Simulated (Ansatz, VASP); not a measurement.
**AlN: VASP beside Ansatz**

Contents of INCAR:

```
  PREC = Accurate
  ENCUT = 520
  EDIFF = 1E-7
  ISMEAR = -1
  SIGMA = 0.05
  LREAL = F
  LASPH = T
  NELM = 100
  ALGO = Normal
  ISIF = 2
  LWAVE = F
  LCHARG = F
  GGA = PS
  NBANDS = 16
```

KPOINTS

```
regular mesh
0
Gamma
  10 10 6
```

POSCAR

```
AlN
1.0
    3.0709272750      0.0000000000      0.0000000000
   -1.5354636375      2.6595010333      0.0000000000
    0.0000000000      0.0000000000      4.9136809369
Al N
2 2
Direct
    0.6666666667      0.3333333333      0.5000000000
    0.3333333333      0.6666666667      0.0000000000
    0.6666666667      0.3333333333      0.8800000000
    0.3333333333      0.6666666667      0.3800000000
```

input.yaml

```yaml
crystal:
  lattice:
    - [3.070927275, 0.0, 0.0]
    - [-1.5354636375, 2.6595010333, 0.0]
    - [0.0, 0.0, 4.9136809369]
  atoms:
    - { symbol: Al, position: [0.6666666667, 0.3333333333, 0.5] }
    - { symbol: Al, position: [0.3333333333, 0.6666666667, 0.0] }
    - { symbol: "N", position: [0.6666666667, 0.3333333333, 0.88] }
    - { symbol: "N", position: [0.3333333333, 0.6666666667, 0.38] }
hamiltonian:
  xc: pbesol
  pseudopotentials: { kind: paw }
kpoints:
  mp_grid: { grid: [10, 10, 6] }
scf:
  occupations: { method: fermi_dirac, width: 0.05 }
output:
  forces: true
  stress: true
  eigenvalues: true
```

Change from the starting cell: volume scaled by 0.96.

Alike in both runs: task single point; functional PBEsol; k mesh 10 × 10 × 6; occupations fermi-dirac, width 0.05 eV; no spin polarisation.

|  | VASP | Ansatz |
| --- | --- | --- |
| version | VASP 6.6.1 | Ansatz 0.2.0 |
| potentials or method | VASP PAW PBE potentials, release 64 (Al, N) | Ansatz PAW |
| plane-wave cutoff (eV) | 520 | 420 |
| valence electrons in the cell | 16 | 16 |

VASP gave:

```
gap on the k mesh at the Fermi level (eV)       : 4.51
least direct gap on the mesh (eV)               : 4.51
pressure (GPa)                                  : 9.2
largest component of the traceless stress (GPa) : 0.83
rms of the force components (eV/Å)              : 0.095
```

Task: Estimate Ansatz's values.

Result: gap on the k mesh at the Fermi level (eV): 4.49; least direct gap on the mesh (eV): 4.49; pressure (GPa): 9.2; largest component of the traceless stress (GPa): 0.81; rms of the force components (eV/Å): 0.094.

Atom by atom the forces differ by 0.001 eV/Å (rms over components). With one functional, cell and mesh, what is left measures potentials, basis and numerics.

Caveats: the PAW data sets were made with another functional, which shifts forces and pressure a little (VASP); the pressure holds a Pulay correction of +0.5 GPa for the finite cutoff (Ansatz); the PAW data sets come from PBE, with cores solved anew for the run's functional, which leaves a small shift of forces and pressure (Ansatz). A k mesh can miss the band edges.
